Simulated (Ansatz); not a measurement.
# CoH: how the settings move a single-point run

Question: which choices in the input matter for CoH?

Computed with Ansatz 0.2.0 (reference: DFT, r2SCAN, PAW with Ansatz's default frozen-core files, scalar-relativistic, unless a step's input says otherwise).

### Step 1. The system as given

The structure is tetragonal, space group I4mm (No. 107). The conventional cell has a = 2.606 Å, b = 2.606 Å, c = 3.686 Å, α = 90.00°, β = 90.00°, γ = 90.00°. Co (site symmetry 4mm) has 6 H at 1.75 to 1.94 Å as nearest neighbours. H (site symmetry 4mm) is surrounded by 6 Co at 1.75 to 1.94 Å.

As a file:

```xyz
2
Lattice="0.0000 1.8430 1.8430 1.8430 0.0000 1.8430 1.8430 1.8430 0.0000" Properties=species:S:1:pos:R:3 pbc="T T T"
Co    0.0000    0.0000    0.0461
H     1.8430    1.8430    1.7969
```

### Step 2. Reference

Contents of input.yaml:

```yaml
crystal:
  lattice:
    - [0.0, 1.84296171, 1.84296171]
    - [1.84296171, 0.0, 1.84296171]
    - [1.84296171, 1.84296171, 0.0]
  atoms:
    - { symbol: Co, position: [0.0125, 0.0125, -0.0125], spin: 2.0 }
    - { symbol: H, position: [0.4875, 0.4875, 0.5125] }
magnetization:
  spin_polarized: true
kpoints:
  mp_grid: { grid: [13, 13, 13] }
scf:
  occupations: { method: fermi_dirac, width: 0.05 }
hamiltonian:
  xc: r2scan
  pseudopotentials: { kind: paw }
output:
  forces: true
  stress: true
  eigenvalues: true
  efg: { contact_densities: true }
  populations: true
```

Launch:

```sh
$ ansatz run input.yaml --threads 1 --pin off --max-ram 3072MiB --backend cpu --events-out ev --progress --plain --runs-dir out
```

The main lines of its log:

```text
[...]
Basis set: ecut = 500 eV, 331 PW (Γ), exchange–correlation on 80×80×80 points (64 copies of the dense FFT grid, shifted against one another)
[...]
Magnetic group: BNS 107.227 (UNI 887), of the structure as read, at distance tolerance 2.3e-5 Å
k-points: 196 of 2197 (time reversal used)
[...]
SCF iter   1: F=—  HF=-5146.293363 eV  |F-HF|=—  |Δ(HF+E_count)|=         —  Δρ=8.25e-2 (↑3.92e-2 ↓8.25e-2)  dr2=1.18e0  dr2_τ=1.62e-2  dr2_m=7.48e-2  M=1.759 μB ∫|m|=1.921 μB  β_m=1.00  ethr=3.10e-3  ⟨swp⟩=5.3  Hψ=26357  notcnv=0
[...]
preconditioner: auto → none  [metal: Δε(μ)=0.005 eV  Ē_g=13.903 eV  σ=0.050 eV  W_gap=0.03  n_scr=0 (ndim 8)  ℏωp=33.2 eV  f_vac=0.000  D(μ)=0.96/eV (n_scr^D=14)]
SCF iter   2: F=—  HF=-5146.115964 eV  |F-HF|=—  |Δ(HF+E_count)|=   1.77e-1  Δρ=3.09e-2 (↑3.09e-2 ↓2.08e-2)  dr2=1.48e-1  dr2_τ=3.50e-3  dr2_m=4.28e-3  M=1.702 μB ∫|m|=1.943 μB  β_m=1.00  ethr=3.10e-3  ⟨swp⟩=2.7  Hψ=12254  notcnv=0  defer=80  κ⁻¹=1.0e0(r=1)
[...]
SCF iter  15: F=—  HF=-5147.304458 eV  |F-HF|=—  |Δ(HF+E_count)|=   1.83e-7  Δρ=8.90e-6 (↑8.90e-6 ↓3.36e-6)  dr2=4.82e-9  dr2_τ=1.47e-10  dr2_m=2.98e-9  M=1.436 μB ∫|m|=1.680 μB  β_m=1.00  ethr=5.77e-11  ⟨swp⟩=2.2  Hψ=8767  notcnv=0  defer=93  κ⁻¹=2.6e-6(r=8)
SCF iter  16: F=-5147.304458 eV  HF=-5147.304458 eV  |F-HF|=1.94e-8  |Δ(HF+E_count)|=   4.99e-8  Δρ=8.16e-6 (↑8.16e-6 ↓7.40e-6)  dr2=1.75e-8  dr2_τ=4.01e-11  dr2_m=2.87e-11  M=1.436 μB ∫|m|=1.680 μB  ethr=2.68e-11  ⟨swp⟩=2.8  Hψ=18611  notcnv=0
[...]
SCF converged after 16 iterations
Magnetization: 1.4358 μB (9.7179 up, 8.2821 down)
[...]
Free energy (F): -5147.304458 eV
[...]
E sigma→0 (E₀):  -5147.301106 eV
[...]
Fermi energy:    17.859226 eV
[...]
  P = ⅓ Tr σ = 0.3951 GPa (3.951 kbar)
[...]
```

Wall time 18 s (1 thread of Intel Xeon 6975P-C (Granite Rapids), shared host); peak memory 0.53 GiB.

### Step 3. Variant: mp_grid.grid [4, 4, 4]

input.yaml: that of step 2 with these lines changed.

```diff
@@ -11,3 +11,3 @@
 kpoints:
-  mp_grid: { grid: [13, 13, 13] }
+  mp_grid: { grid: [4, 4, 4] }
 scf:
```

Launch:

```sh
$ ansatz run input.yaml --threads 1 --pin off --max-ram 3072MiB --backend cpu --events-out ev --progress --plain --runs-dir out
```

Output:

```text
Engine: ansatz 0.2.0
Pseudopotentials: kind: paw
Pseudopotential: Co, paw, valence charge 17, recommended cutoff 500 eV (meta_gga)
Pseudopotential: H, paw, valence charge 1, recommended cutoff 500 eV (meta_gga)
Functional definition: r2SCAN
  parameter k0 = 0.174
  parameter k1 = 0.065
  parameter a1 = 4.9479
  exchange = r2scan_x(k0 = k0, k1 = k1, a1 = a1)
  correlation = r2scan_c
Crystal: 2 atoms, lattice volume = 12.519 Å³
Basis set: ecut = 500 eV, 331 PW (Γ), exchange–correlation on 80×80×80 points (64 copies of the dense FFT grid, shifted against one another)
Bands: 14, of which v1, the nominal top of the filled ones, is band 9 counted from 1 (8 counted from 0)
Symmetry: 8 space group operations
Space group: I4mm (ITA 107), of the structure as read, at distance tolerance 2.3e-5 Å
Magnetic group: BNS 107.227 (UNI 887), of the structure as read, at distance tolerance 2.3e-5 Å
k-points: 13 of 64 (time reversal used)
Non-local potential: Co, projectors of the file, l = 0: 3, l = 1: 2, l = 2: 3, l = 3: 1
Non-local potential: H, projectors of the file, l = 0: 2, l = 1: 1
PAW form: soft (Blöchl's): semilocal exchange-correlation on the pseudo side does not see the compensation charge
PAW frozen core: Co, regenerated for the run's functional (the file was generated under x = pbe(κ = 0.804, μ = 0.2195149727645171), c = pbe(β = 0.06672455060314922))
PAW one-centre angular grid: Co, 590 points (default); XC on 160 Gauss nodes
PAW one-centre angular grid: H, 302 points (default); XC on 160 Gauss nodes
Initial density: superposition of atomic densities (chi_scale 0.1, normalization cell)
Starting moments: Σ|m| = 2 μB on 1 of 2 sites
Initial wavefunctions: pseudopotential atomic-orbital guess
Functional: x = r2scan, c = r2scan; τ floored in thin density (d = 2e-4 eV/Å³)
SCF iter   1: F=—  HF=-5146.364635 eV  |F-HF|=—  |Δ(HF+E_count)|=         —  Δρ=8.94e-2 (↑3.28e-2 ↓8.94e-2)  dr2=1.19e0  dr2_τ=1.61e-2  dr2_m=1.15e-1  M=1.812 μB ∫|m|=1.972 μB  β_m=1.00  ethr=3.10e-3  ⟨swp⟩=5.1  Hψ=1767  notcnv=0
Mixer restart at iter 1: flushing history
preconditioner: auto → none  [insulator: Δε(μ)=0.323 eV  Ē_g=13.854 eV  σ=0.050 eV  W_gap=0.61  n_scr=0 (ndim 8)  ℏωp=33.2 eV  f_vac=0.000  D(μ)=0.81/eV (n_scr^D=14)  ε∞_Penn≈6.7]
SCF iter   2: F=—  HF=-5146.188594 eV  |F-HF|=—  |Δ(HF+E_count)|=   1.76e-1  Δρ=3.49e-2 (↑3.49e-2 ↓1.41e-2)  dr2=1.30e-1  dr2_τ=3.85e-3  dr2_m=1.40e-2  M=1.812 μB ∫|m|=2.026 μB  β_m=1.00  ethr=3.10e-3  ⟨swp⟩=2.8  Hψ=820  notcnv=0  defer=8  κ⁻¹=1.0e0(r=1)
SCF iter   3: F=—  HF=-5146.582587 eV  |F-HF|=—  |Δ(HF+E_count)|=         —  Δρ=1.35e-2 (↑1.35e-2 ↓9.35e-3)  dr2=3.05e-2  dr2_τ=6.50e-4  dr2_m=5.91e-4  M=1.812 μB ∫|m|=2.024 μB  β_m=1.00  ethr=7.22e-4  ⟨swp⟩=2.4  Hψ=681  notcnv=0  defer=8
Mixer restart at iter 3: flushing history
SCF iter   4: F=—  HF=-5146.862921 eV  |F-HF|=—  |Δ(HF+E_count)|=   2.80e-1  Δρ=8.02e-3 (↑7.53e-3 ↓8.02e-3)  dr2=1.55e-2  dr2_τ=4.35e-4  dr2_m=6.95e-5  M=1.812 μB ∫|m|=2.018 μB  β_m=1.00  ethr=1.69e-4  ⟨swp⟩=2.7  Hψ=722  notcnv=0  defer=8  κ⁻¹=1.0e0(r=1)
SCF iter   5: F=—  HF=-5147.159598 eV  |F-HF|=—  |Δ(HF+E_count)|=   2.97e-1  Δρ=1.04e-2 (↑3.55e-3 ↓1.04e-2)  dr2=1.33e-2  dr2_τ=1.10e-4  dr2_m=2.82e-3  M=1.758 μB ∫|m|=1.989 μB  β_m=1.00  ethr=8.62e-5  ⟨swp⟩=2.3  Hψ=732  notcnv=0  defer=8  κ⁻¹=6.8e-2(r=2)
SCF iter   6: F=—  HF=-5147.066079 eV  |F-HF|=—  |Δ(HF+E_count)|=   9.35e-2  Δρ=1.74e-2 (↑4.63e-3 ↓1.74e-2)  dr2=2.77e-2  dr2_τ=2.04e-4  dr2_m=9.42e-3  M=1.799 μB ∫|m|=1.998 μB  β_m=1.00  ethr=7.38e-5  ⟨swp⟩=2.3  Hψ=802  notcnv=0  defer=8  κ⁻¹=2.1e-2(r=3)
SCF iter   7: F=—  HF=-5147.219122 eV  |F-HF|=—  |Δ(HF+E_count)|=   1.53e-1  Δρ=6.71e-3 (↑2.37e-3 ↓6.71e-3)  dr2=6.37e-3  dr2_τ=2.10e-5  dr2_m=1.03e-3  M=1.724 μB ∫|m|=1.982 μB  β_m=1.00  ethr=7.38e-5  ⟨swp⟩=2.3  Hψ=749  notcnv=0  defer=8  κ⁻¹=2.5e-3(r=4)
SCF iter   8: F=—  HF=-5147.241611 eV  |F-HF|=—  |Δ(HF+E_count)|=   2.25e-2  Δρ=2.58e-3 (↑1.27e-3 ↓2.58e-3)  dr2=2.56e-4  dr2_τ=1.70e-5  dr2_m=2.89e-4  M=1.719 μB ∫|m|=1.979 μB  β_m=1.00  ethr=3.54e-5  ⟨swp⟩=2.0  Hψ=840  notcnv=0  defer=8  κ⁻¹=1.2e-3(r=5)
SCF iter   9: F=—  HF=-5147.242376 eV  |F-HF|=—  |Δ(HF+E_count)|=   7.66e-4  Δρ=1.61e-3 (↑7.08e-4 ↓1.61e-3)  dr2=1.18e-4  dr2_τ=1.28e-6  dr2_m=1.36e-4  M=1.719 μB ∫|m|=1.967 μB  β_m=1.00  ethr=1.42e-6  ⟨swp⟩=2.0  Hψ=659  notcnv=0  defer=8  κ⁻¹=9.5e-4(r=6)
SCF iter  10: F=—  HF=-5147.241951 eV  |F-HF|=—  |Δ(HF+E_count)|=   4.25e-4  Δρ=9.57e-4 (↑4.50e-4 ↓9.57e-4)  dr2=6.92e-5  dr2_τ=1.22e-6  dr2_m=3.19e-5  M=1.719 μB ∫|m|=1.965 μB  β_m=1.00  ethr=6.55e-7  ⟨swp⟩=2.0  Hψ=619  notcnv=0  defer=8  κ⁻¹=1.3e-4(r=7)
SCF iter  11: F=—  HF=-5147.242365 eV  |F-HF|=—  |Δ(HF+E_count)|=   4.13e-4  Δρ=9.59e-4 (↑5.77e-4 ↓9.59e-4)  dr2=2.32e-5  dr2_τ=1.04e-6  dr2_m=6.15e-5  M=1.719 μB ∫|m|=1.959 μB  β_m=1.00  ethr=3.84e-7  ⟨swp⟩=2.3  Hψ=639  notcnv=0  defer=8  κ⁻¹=7.8e-5(r=8)
SCF iter  12: F=—  HF=-5147.242283 eV  |F-HF|=—  |Δ(HF+E_count)|=   8.16e-5  Δρ=9.83e-4 (↑5.34e-4 ↓9.83e-4)  dr2=3.84e-5  dr2_τ=9.94e-7  dr2_m=5.64e-5  M=1.719 μB ∫|m|=1.960 μB  β_m=1.00  ethr=1.29e-7  ⟨swp⟩=2.1  Hψ=549  notcnv=0  defer=8  κ⁻¹=3.3e-6(r=8)
SCF iter  13: F=—  HF=-5147.242383 eV  |F-HF|=—  |Δ(HF+E_count)|=   1.00e-4  Δρ=7.40e-4 (↑3.81e-4 ↓7.40e-4)  dr2=1.97e-5  dr2_τ=5.70e-7  dr2_m=3.08e-5  M=1.719 μB ∫|m|=1.961 μB  β_m=1.00  ethr=1.29e-7  ⟨swp⟩=2.0  Hψ=444  notcnv=0  defer=8  κ⁻¹=2.4e-6(r=8)
SCF iter  14: F=—  HF=-5147.242435 eV  |F-HF|=—  |Δ(HF+E_count)|=   5.15e-5  Δρ=1.40e-4 (↑8.66e-5 ↓1.40e-4)  dr2=6.55e-7  dr2_τ=2.47e-8  dr2_m=5.02e-7  M=1.719 μB ∫|m|=1.963 μB  β_m=1.00  ethr=1.10e-7  ⟨swp⟩=2.2  Hψ=522  notcnv=0  defer=8  κ⁻¹=9.2e-7(r=8)
SCF iter  15: F=—  HF=-5147.242441 eV  |F-HF|=—  |Δ(HF+E_count)|=   6.01e-6  Δρ=1.08e-4 (↑7.12e-5 ↓1.08e-4)  dr2=5.21e-7  dr2_τ=1.97e-8  dr2_m=5.05e-7  M=1.719 μB ∫|m|=1.963 μB  β_m=1.00  ethr=3.64e-9  ⟨swp⟩=2.0  Hψ=600  notcnv=0  defer=8  κ⁻¹=7.9e-7(r=8)
SCF iter  16: F=—  HF=-5147.242449 eV  |F-HF|=—  |Δ(HF+E_count)|=   8.02e-6  Δρ=2.57e-5 (↑1.89e-5 ↓2.57e-5)  dr2=4.43e-8  dr2_τ=1.39e-9  dr2_m=8.19e-9  M=1.719 μB ∫|m|=1.964 μB  β_m=1.00  ethr=2.90e-9  ⟨swp⟩=2.1  Hψ=604  notcnv=0  defer=8  κ⁻¹=4.8e-6(r=8)
SCF iter  17: F=—  HF=-5147.242449 eV  |F-HF|=—  |Δ(HF+E_count)|=   1.45e-7  Δρ=1.27e-5 (↑6.36e-6 ↓1.27e-5)  dr2=2.00e-8  dr2_τ=2.09e-10  dr2_m=1.68e-9  M=1.719 μB ∫|m|=1.964 μB  β_m=1.00  ethr=2.46e-10  ⟨swp⟩=2.0  Hψ=600  notcnv=0  defer=8  κ⁻¹=2.9e-6(r=8)
SCF iter  18: F=-5147.242449 eV  HF=-5147.242449 eV  |F-HF|=1.25e-8  |Δ(HF+E_count)|=   3.23e-7  Δρ=1.19e-5 (↑5.87e-6 ↓1.19e-5)  dr2=1.58e-8  dr2_τ=1.86e-10  dr2_m=1.29e-9  M=1.719 μB ∫|m|=1.964 μB  ethr=1.11e-10  ⟨swp⟩=3.4  Hψ=1293  notcnv=0
SCF 1 converged in 18 iterations: F = -5147.242449 eV  dr2 = 1.58e-8
this state was not tested for a lower state beside it, because the mixer in use, unlike msr1, does not test its closes by its own steps (another_mixer; see scf.mixing.algorithm and scf.lower_state_search)
SCF converged after 18 iterations
Magnetization: 1.7189 μB (9.8595 up, 8.1405 down)
Absolute magnetization: 1.9650 μB (∫|ρ↑−ρ↓|, with the PAW one-centre terms)
Spin contamination: 0.0732 ħ² per cell (⟨S²⟩ above its minimum at these occupations)
Per-site moments (μB) at R_I (Å): [(1.7079167054957054, 0.72221062010625), (-0.009378583080032863, 0.72221062010625)]
Free energy (F): -5147.242449 eV
Harris-Foulkes:  -5147.242449 eV  (|F-HF|=1.25e-8)
Internal energy: -5147.230969 eV  (E = F + TS)
E sigma→0 (E₀):  -5147.236709 eV
Entropy (-TS):   -0.011480 eV (-5.740 meV/atom)
Fermi energy:    17.786465 eV
--- Per-component energies (eV) ---
  E_band       = -279.370591
  E_kinetic    = 468.106755
  E_local      = -2959.503609  (includes V_loc(G=0)·N_el)
  E_nonlocal   = 462.912409
  E_hartree    = 1244.566315
  E_xc         = -166.867865
  E_vxc        = -242.983342  (∫ρ·V_xc dr)
  E_paw        = -1526.960971  (= ΣΔE_a)
  E_vpaw       = -512.362958  (= ΣTr[D̂ρ^β])
  E_aug_tail   = -0.000302  (compensation charges beyond the density's cutoff)
  E_vtau       = 15.320125  (kinetic-family band-sum trace: ∫τ·v_τ [+ j·A + Jᵃ·Aᵃ] dr)
  E_ewald      = -2669.188496
  E_core_change = -0.295206  (= ΣΔE_core)
  E_smearing   = -0.011480  (= −TS)
  E_closure    = -0.000000  (closes the sum)
  Σ components = -5147.242449   (vs F -5147.242449, Δ=0.00e0)
--- Forces (eV/Å), atoms counted from 1 ---
  atom   1  Co     0.00000000    -0.00000000    -0.20647113
  atom   2  H     -0.00000000     0.00000000     0.20647951
  max |Σ_I F_I| component: 8.38e-6 eV/Å
--- Stress (GPa, compression-positive) ---
        5.098836       0.000000       0.000000
        0.000000       5.098836      -0.000000
        0.000000      -0.000000       7.527436
  P = ⅓ Tr σ = 5.9084 GPa (59.084 kbar)
--- PAW observables at the nuclei: V_zz in 10²¹ V/m², potentials from the cell's mean, atoms counted from 1 ---
  atom   1  Co V_zz =    -0.450292   η = 0.0000   by run symmetry: allowed
            electrostatic potential = -3391.903906 V   contact ρ = 114571.949356 e/Å³   contact ρ_s (e/Å³): all electrons -2.939306, valence +1.900806
  atom   2  H  V_zz =    +0.047455   η = 0.0000   by run symmetry: allowed
            electrostatic potential = -50.191352 V   contact ρ = 2.610575 e/Å³   contact ρ_s (e/Å³): all electrons +0.056564, valence +0.057459
--- Band table (eV; the first three rows and the last of 26) ---
  k-point 0 ↑: bands = ["-82.5081", "-44.2368", "-44.2368", "-44.2282", "4.5979", "14.2279", "14.2279", "14.2380", "15.2622", "15.2720", "32.9428", "39.0444", "39.4727", "39.4727"]
  k-point 1 ↑: bands = ["-82.4936", "-44.3363", "-44.2509", "-44.2449", "6.6491", "13.6335", "14.3742", "14.3819", "15.3254", "15.3325", "26.3800", "33.7259", "38.7348", "38.7678"]
  k-point 2 ↑: bands = ["-82.4790", "-44.4372", "-44.2649", "-44.2590", "10.6563", "11.7734", "14.0692", "14.0936", "15.9344", "15.9425", "21.3523", "30.7825", "39.2238", "39.2529"]
  k-point 12 ↓: bands = ["-79.5823", "-41.5953", "-41.4555", "-41.4555", "9.4170", "14.4291", "17.6488", "18.4678", "19.0319", "19.0319", "22.9910", "29.1909", "29.1909", "33.9597"]
--- Löwdin populations: 2 sites ---
  site symbol       q [e]    m [muB]
     0     Co     16.5195     1.7596
     1      H      1.2568     0.0520
  spilling = 0.012428 (of n_electrons = 18.000000)
```

Run time: 5.1 s. Hardware: 1 thread of Intel Xeon 6975P-C (Granite Rapids), shared host; peak memory 0.41 GiB.

Changing the k-point mesh moves the energy by +31.0 meV/atom, and the pressure goes from 0.4 to 5.9 GPa, the absolute moment goes from 1.68 to 1.97 μB and the largest force goes from 0.17 to 0.21 eV/Å. The energy is not variational in the mesh, so the sign tells nothing. Cost: 18 SCF cycles against 16, 5.1 s against 18 s. These settings are too coarse to quote as the system's properties.

### Step 4. Side by side

| run | ending | energy change | pressure (GPa) | abs. moment (μB) | force (eV/Å) | cycles | time |
| --- | --- | --- | --- | --- | --- | --- | --- |
| reference | converged | 0 | 0.4 | 1.68 | 0.17 | 16 | 18 s |
| 1: mp_grid.grid [4, 4, 4] | converged | +31.0 meV/atom | 5.9 | 1.97 | 0.21 | 18 | 5.1 s |

Residual by cycle in the longest SCF loop of each run; runs are numbered as in the table. The quantity is the density residual dr2, in eV.

| cycle | reference | run 1 |
| --- | --- | --- |
| 1 | 1.18 | 1.19 |
| 3 | 0.0381 | 0.0305 |
| 4 | 0.0214 | 0.0155 |
| 6 | 0.00458 | 0.0277 |
| 7 | 1.1e-4 | 0.00637 |
| 9 | 4.9e-5 | 1.2e-4 |
| 10 | 6.8e-5 | 6.9e-5 |
| 12 | 1.0e-5 | 3.8e-5 |
| 13 | 1.0e-8 | 2.0e-5 |
| 15 | 4.8e-9 | 5.2e-7 |
| 16 | 1.8e-8 | 4.4e-8 |
| 18 | - | 1.6e-8 |

**Reading.** Changing the k-point mesh moves the energy by +31.0 meV/atom, and the pressure goes from 0.4 to 5.9 GPa, the absolute moment goes from 1.68 to 1.97 μB and the largest force goes from 0.17 to 0.21 eV/Å. Sampling errors of the energy have no fixed sign. Cost: 18 SCF cycles against 16, 5.1 s against 18 s.
